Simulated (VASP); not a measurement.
# InSb (F-43m) in VASP: phonons with LDA

Aim: the phonons of InSb with LDA.

Program: VASP 6.6.1. These are calculated values, not measurements. Logs are shortened: lines on timing, memory, paths and dates and some standing lists are left out, and cuts for length are marked.

## 1. The crystal as given

The structure is cubic, space group F-43m (No. 216). Conventional cell: a = 6.478 Å, b = 6.478 Å, c = 6.478 Å, α = 90.00°, β = 90.00°, γ = 90.00°. In (site symmetry -43m) is surrounded by 4 Sb at 2.81 Å. Sb (site symmetry -43m) is surrounded by 4 In at 2.81 Å.

## 2. Phonons, LDA

POSCAR reads:

```
InSb
1.0
    0.0000000000      3.2391000000      3.2391000000
    3.2391000000      0.0000000000      3.2391000000
    3.2391000000      3.2391000000      0.0000000000
In Sb
1 1
Direct
    0.0000000000      0.0000000000      0.0000000000
    0.2500000000      0.2500000000      0.2500000000
```

INCAR.step1 reads:

```
SYSTEM = InSb
  ALGO = Fast
  EDIFF = 1E-8
  EDIFFG = -0.002
  ENCUT = 600
  GGA = CA
  IBRION = 2
  ISIF = 3
  ISMEAR = 0
  LASPH = .True.
  LCHARG = .False.
  LREAL = .False.
  LWAVE = .False.
  NELM = 80
  NSW = 40
  PREC = Accurate
  SIGMA = 0.02
```

INCAR.step2 reads:

```
SYSTEM = InSb
  ALGO = Fast
  EDIFF = 1E-8
  ENCUT = 600
  GGA = CA
  IBRION = 6
  ISIF = 2
  ISMEAR = 0
  LASPH = .True.
  LCHARG = .False.
  LREAL = .False.
  LWAVE = .False.
  NELM = 80
  NFREE = 2
  NSW = 1
  POTIM = 0.015
  PREC = Accurate
  SIGMA = 0.02
```

KPOINTS reads:

```
k-points
0
Gamma
  8 8 8
  0 0 0
```

Potentials or basis: VASP PAW LDA potentials, release 64 (In_d, Sb).

The run is started by

```
> cat potpaw_LDA.64/In_d/POTCAR potpaw_LDA.64/Sb/POTCAR > POTCAR
> cp INCAR.step1 INCAR
> mpirun -np 1 vasp_std > vasp.out
> cp CONTCAR POSCAR
> cp INCAR.step2 INCAR
> mpirun -np 1 vasp_std > vasp.out
```

OUTCAR:

```text
SYSTEM = InSb
   EDIFF = 1E-8
   ENCUT = 600
   GGA = CA
   IBRION = 6
   ISIF = 2
   ISMEAR = 0
   LASPH = .True.
   LREAL = .False.
   NELM = 80
   NFREE = 2
   NSW = 1
   POTIM = 0.015
   PREC = Accurate

 ion  position               nearest neighbor table
   1  0.000  0.000  0.000-   2 2.80   2 2.80   2 2.80   2 2.80
   2  0.250  0.250  0.250-   1 2.80   1 2.80   1 2.80   1 2.80

  LATTYP: Found a face centered cubic cell.
 ALAT       =     6.4555383595

  Lattice vectors:

 A1 = (   0.0000000000,   3.2277691797,   3.2277691797)
 A2 = (   3.2277691797,   0.0000000000,   3.2277691797)
 A3 = (   3.2277691797,   3.2277691797,   0.0000000000)

Analysis of symmetry for initial positions (statically):
=====================================================================
 Subroutine PRICEL returns:
 Original cell was already a primitive cell.

 Routine SETGRP: Setting up the symmetry group for a
 face centered cubic supercell.

 Subroutine GETGRP returns: Found 24 space group operations
 (whereof 24 operations were pure point group operations)
 out of a pool of 48 trial point group operations.

The static configuration has the point symmetry T_d .

Analysis of symmetry for dynamics (positions and initial velocities):
=====================================================================
 Subroutine PRICEL returns:
 Original cell was already a primitive cell.

 Routine SETGRP: Setting up the symmetry group for a
 face centered cubic supercell.

 Subroutine GETGRP returns: Found 24 space group operations
 (whereof 24 operations were pure point group operations)
 out of a pool of 48 trial point group operations.

The dynamic configuration has the point symmetry T_d .

 Subroutine INISYM returns: Found 24 space group operations
 (whereof 24 operations are pure point group operations),
 and found     1 'primitive' translations

----------------------------------------------------------------------------------------

                                     Primitive cell

  volume of cell :      67.2570

  direct lattice vectors                    reciprocal lattice vectors
     0.000000000  3.227769180  3.227769180    -0.154905748  0.154905748  0.154905748
     3.227769180  0.000000000  3.227769180     0.154905748 -0.154905748  0.154905748
     3.227769180  3.227769180  0.000000000     0.154905748  0.154905748 -0.154905748

  length of vectors
     4.564754950  4.564754950  4.564754950     0.268304626  0.268304626  0.268304626

  position of ions in fractional coordinates (direct lattice)
     0.000000000  0.000000000  0.000000000
     0.250000000  0.250000000  0.250000000

  ion indices of the primitive-cell ions
   primitive index   ion index
                 1           1
                 2           2

----------------------------------------------------------------------------------------

 KPOINTS: k-points

Automatic generation of k-mesh.
 Grid dimensions read from file:
 generate k-points for:    8    8    8

 Generating k-lattice:

  Cartesian coordinates                     Fractional coordinates (reciprocal lattice)
    -0.019363219  0.019363219  0.019363219     0.125000000  0.000000000  0.000000000
     0.019363219 -0.019363219  0.019363219     0.000000000  0.125000000  0.000000000
     0.019363219  0.019363219 -0.019363219     0.000000000  0.000000000  0.125000000

  Length of vectors
     0.033538078  0.033538078  0.033538078

  Shift w.r.t. Gamma in fractional coordinates (k-lattice)
     0.000000000  0.000000000  0.000000000

[... 62 lines left out ...]
   NUPDOWN=      -1.0000    fix difference up-down
   EMIN   =  10.00;   EMAX   =-10.00  energy-range for DOS
   EFERMI =   0.00;   METHOD = LEGACY
   ISMEAR =     0;   SIGMA  =   0.02  broadening in eV -4-tet -1-fermi 0-gaus
   EFERMI_NEDOS =   21; number of points for ismear=-14 and -15
   IALGO  =     68    algorithm
   IMIX   =      4    mixing-type and parameters
     AMIX     =   0.40;   BMIX     =  1.00
     AMIX_MAG =   1.60;   BMIX_MAG =  1.00
  volume/ion in A,a.u.               =      33.63       226.94
  Fermi-wavevector in a.u.,A,eV,Ry     =   1.055002  1.993664 15.143676  1.113029
  Thomas-Fermi vector in A             =   2.190183
   LORBIT       =      0    0 simple, 1 ext, 2 COOP (PROOUT), +10 PAW based schemes
   GGA     = CA    functional components
   LHFCALC =     F    Hartree Fock is set to
   AEXX    =    0.0000 exact exchange contribution
   IVDW    =     0    specifies the selected vdW correction
   LEPSILON=     F    determine dielectric tensor
   LRPA    =     F    only Hartree local field effects (RPA)
 finite differences with symmetry
 non-spin polarized calculation
 RMM-DIIS sequential band-by-band and
 Gauss-broadening in eV      SIGMA  =   0.02
  energy-cutoff  :      600.00
  volume of cell :       67.26
 maximum number of plane-waves:      2272
   NGX = 19   NGY = 19   NGZ = 19

--------------------------------------- Ionic step        1  -------------------------------------------

 number of electron      17.9999995 magnetization

 Free energy of the ion-electron system (eV)
  ---------------------------------------------------
  ext. energy  EPLUGINS =         0.00000000
  ---------------------------------------------------
  free energy    TOTEN  =        -8.21148864 eV

  energy without entropy =       -8.21142838  energy(sigma->0) =       -8.21145851

------------------------ aborting loop because EDIFF is reached ----------------------------------------

  FORCE on cell =-STRESS in cart. coord.  units (eV):
  Direction    XX          YY          ZZ          XY          YZ          ZX
  --------------------------------------------------------------------------------------
  -------------------------------------------------------------------------------------
  Total       -0.0044383     -0.0044383     -0.0044383      0.0000000      0.0000000     -0.0000000
  in kB       -0.1057279     -0.1057279     -0.1057279      0.0000000      0.0000000     -0.0000000
  external PRESSURE =      -0.1057279 kB  Pullay stress =       0.0000000 kB
[... 131 lines left out ...]
--------------------------------------- Ionic step        5  -------------------------------------------

 number of electron      17.9999995 magnetization

 Free energy of the ion-electron system (eV)
  ---------------------------------------------------
  ext. energy  EPLUGINS =         0.00000000
  ---------------------------------------------------
  free energy    TOTEN  =        -8.21077092 eV

  energy without entropy =       -8.21074619  energy(sigma->0) =       -8.21075855

 E-fermi :   5.0238     XC(G=0):  -9.0375

 val. band max:        5.0085318046   @ k =   0.0000   0.0000   0.0000
 cond. band min:       5.0390144579   @ k =   0.0000   0.0000   0.0000
 fundamental gap:      0.0304826533
 Fermi energy:         5.0237838975

 k-point     1 :       0.0000    0.0000    0.0000
  band No.  band energies     occupation
      1      -9.5787      2.00000
      2      -9.5763      2.00000
      3      -9.5738      2.00000
      4      -9.4859      2.00000
      5      -9.4859      2.00000
      6      -5.8348      2.00000
      7       4.7031      2.00000
      8       4.9757      1.99932
      9       5.0085      1.71918
     10       5.0390      0.28150
     11       7.8895      0.00000
     12       7.9145      0.00000
     13       7.9412      0.00000
[... 354 lines left out ...]
  band No.  band energies     occupation
      1      -9.6391      2.00000
      2      -9.5504      2.00000
      3      -9.5432      2.00000
      4      -9.4908      2.00000
      5      -9.4844      2.00000
      6      -4.1452      2.00000
      7      -0.7060      2.00000
      8       2.2648      2.00000
      9       3.3437      2.00000
     10       7.2216      0.00000
     11       8.3848      0.00000
     12      10.0186      0.00000
     13      11.1065      0.00000

 [... further k-points ...]

------------------------ aborting loop because EDIFF is reached ----------------------------------------

  FORCE on cell =-STRESS in cart. coord.  units (eV):
  Direction    XX          YY          ZZ          XY          YZ          ZX
  --------------------------------------------------------------------------------------
  -------------------------------------------------------------------------------------
  Total        0.0021275     -0.0014543     -0.0014543      0.0000000      0.1186539      0.0000000
  in kB        0.0506800     -0.0346448     -0.0346448      0.0000000      2.8265411      0.0000000
  external PRESSURE =      -0.0062032 kB  Pullay stress =       0.0000000 kB
[... 17 lines left out ...]
  FREE ENERGIE OF THE ION-ELECTRON SYSTEM (eV)
  ---------------------------------------------------
  free  energy   TOTEN  =        -8.2107709184 eV

  energy  without entropy=       -8.2107461894  energy(sigma->0) =       -8.21075855

 INTERNAL STRAIN TENSORS FROM DISPLACED ATOMS
 ============================================

 INTERNAL STRAIN TENSOR FOR ION    1 for displacements in x,y,z  (eV/Angst):
          X           Y           Z          XY          YZ          ZX
  --------------------------------------------------------------------------------
  x     0.00000     0.00000     0.00000     0.00000     7.91348     0.00000
  y     0.00000     0.00000     0.00000     0.00000     0.00000     7.91348
  z     0.00000     0.00000     0.00000     7.91348     0.00000     0.00000

 INTERNAL STRAIN TENSOR FOR ION    2 for displacements in x,y,z  (eV/Angst):
          X           Y           Z          XY          YZ          ZX
  --------------------------------------------------------------------------------
  x    -0.00000    -0.00000    -0.00000     0.00000    -7.91185     0.00000
  y     0.00000     0.00000     0.00000     0.00000     0.00000    -7.91185
  z     0.00000     0.00000    -0.00000    -7.91185     0.00000     0.00000

 Eigenvectors and eigenvalues of the dynamical matrix
 ----------------------------------------------------

   1 f  =    5.194748 THz    32.639564 2PiTHz  173.278138 cm-1    21.483741 meV
             X         Y         Z           dx          dy          dz
      0.000000  0.000000  0.000000     0.684405    0.213589   -0.000000
      1.613885  1.613885  1.613885    -0.665462   -0.207677   -0.000000
[... 21 lines left out ...]
   6 f/i=    0.003206 THz     0.020142 2PiTHz    0.106930 cm-1     0.013258 meV
             X         Y         Z           dx          dy          dz
      0.000000  0.000000  0.000000     0.673034    0.146419   -0.107501
      1.613885  1.613885  1.613885     0.692192    0.150587   -0.110561

 ELASTIC MODULI CONTR FROM IONIC RELAXATION (kBar)
 Direction    XX          YY          ZZ          XY          YZ          ZX
 --------------------------------------------------------------------------------
 XX          -0.0000     -0.0000     -0.0000     -0.0000     -0.0000     -0.0000
 YY          -0.0000     -0.0000     -0.0000     -0.0000     -0.0000     -0.0000
 ZZ          -0.0000     -0.0000     -0.0000     -0.0000     -0.0000     -0.0000
 XY          -0.0000     -0.0000     -0.0000   -228.5854      0.0000      0.0000
 YZ          -0.0000     -0.0000     -0.0000      0.0000   -228.5854      0.0000
 ZX          -0.0000     -0.0000     -0.0000      0.0000      0.0000   -228.5854
 --------------------------------------------------------------------------------
```

Run time: 3.4 min. Hardware: 1 thread of Intel Xeon 6975P-C (Granite Rapids), shared host; peak memory 0.31 GiB.

Results:

- Relaxed volume: 33.63 Å³/atom
- Relaxed cell: a = 4.565 Å, b = 4.565 Å, c = 4.565 Å, α = 60.00°, β = 60.00°, γ = 60.00°
- Space group after relaxing (to 0.05 Å): F-43m (No. 216)
- Highest phonon frequency at Γ, LO-TO splitting left out: 173 cm⁻¹

The path:
```tsv
step	energy change (eV)	largest force (eV/Å)	pressure (GPa)	volume (Å³)
1	0.0000	0.0000	-0.48	67.97
2	-0.0009	0.0000	0.20	66.96
3	-0.0011	0.0000	0.00	67.26
```

Final structure:
```cif
data_structure
_symmetry_space_group_name_H-M 'P 1'
_symmetry_Int_Tables_number 1
_cell_length_a 4.5648
_cell_length_b 4.5648
_cell_length_c 4.5648
_cell_angle_alpha 60.000
_cell_angle_beta 60.000
_cell_angle_gamma 60.000
_cell_volume 67.26
loop_
_atom_site_label
_atom_site_type_symbol
_atom_site_fract_x
_atom_site_fract_y
_atom_site_fract_z
_atom_site_occupancy
In1 In 0.00000 0.00000 0.00000 1
Sb1 Sb 0.25000 0.25000 0.25000 1
```

Phonon frequencies in cm⁻¹ (negative: imaginary):
```csv
q point,frequencies
"(0.000, 0.000, 0.000)",0 0 0 173 173 173
```
